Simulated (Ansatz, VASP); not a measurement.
# Two plane-wave programs on BN

Contents of INCAR:

```
SYSTEM = BN
PREC = Accurate ; ENCUT = 520
EDIFF = 1E-6 ; ISMEAR = 0
SIGMA = 0.05 ; LREAL = .False.
LASPH = .True. ; NELM = 100
ALGO = Normal ; ISIF = 2
LWAVE = .False. ; LCHARG = .False.
GGA = PE ; IVDW = 12
NBANDS = 16
```

Contents of KPOINTS:

```
regular mesh
0
Gamma
  12 12 4
  0 0 0
```

File POSCAR:

```
BN
1.0
    2.5165116628      0.0000000000      0.0000000000
   -1.2582558314      2.1685204268      0.0000000000
    0.0000000000      0.0000000000      6.6612000000
B N
2 2
Direct
    0.3333333333      0.6666666667      0.2500000000
    0.6666666667      0.3333333333      0.7500000000
    0.3333333333      0.6666666667      0.7500000000
    0.6666666667      0.3333333333      0.2500000000
```

Input for Ansatz:

```yaml
crystal:
  lattice:
    - [2.5165116628, 0.0, 0.0]
    - [-1.2582558314, 2.1685204268, 0.0]
    - [0.0, 0.0, 6.6612]
  atoms:
    - { symbol: B, position: [0.3333333333, 0.6666666667, 0.25] }
    - { symbol: B, position: [0.6666666667, 0.3333333333, 0.75] }
    - { symbol: "N", position: [0.3333333333, 0.6666666667, 0.75] }
    - { symbol: "N", position: [0.6666666667, 0.3333333333, 0.25] }
basis:
  ecutwfc: 420
kpoints:
  mp_grid: { grid: [12, 12, 4] }
hamiltonian:
  xc: pbe
  dispersion: d3bj
scf:
  occupations: { method: gaussian, width: 0.05 }
output:
  forces: true
  stress: true
  eigenvalues: true
```

Change from the starting cell: strain +0.0050 x Voigt [1, 0, 0, 0, 0, 0], atoms carried along.

Alike in both runs: task single point; functional PBE; dispersion D3(BJ); k mesh 12 × 12 × 4; occupations gaussian, width 0.05 eV; no spin polarisation.

|  | VASP | Ansatz |
| --- | --- | --- |
| version | VASP 6.6.1 | Ansatz 0.2.0 |
| potentials or method | VASP PAW PBE potentials, release 64 (B, N) | scalar-relativistic, plane waves, PAW |
| plane-wave cutoff (eV) | 520 | 420 |
| valence electrons in the cell | 16 | 16 |

VASP gave:

- gap on the k mesh at the Fermi level (eV): 4.26
- least direct gap on the mesh (eV): 4.63
- pressure (GPa): -1.1
- largest component of the traceless stress (GPa): 2.21
- rms of the force components (eV/Å): 0.035

Q: Estimate Ansatz's values.

A: gap on the k mesh at the Fermi level (eV): 4.27; least direct gap on the mesh (eV): 4.63; pressure (GPa): -1.1; largest component of the traceless stress (GPa): 2.31; rms of the force components (eV/Å): 0.035.

Atom by atom the forces differ by 0.000 eV/Å (rms over components).

A k mesh can miss the band edges.
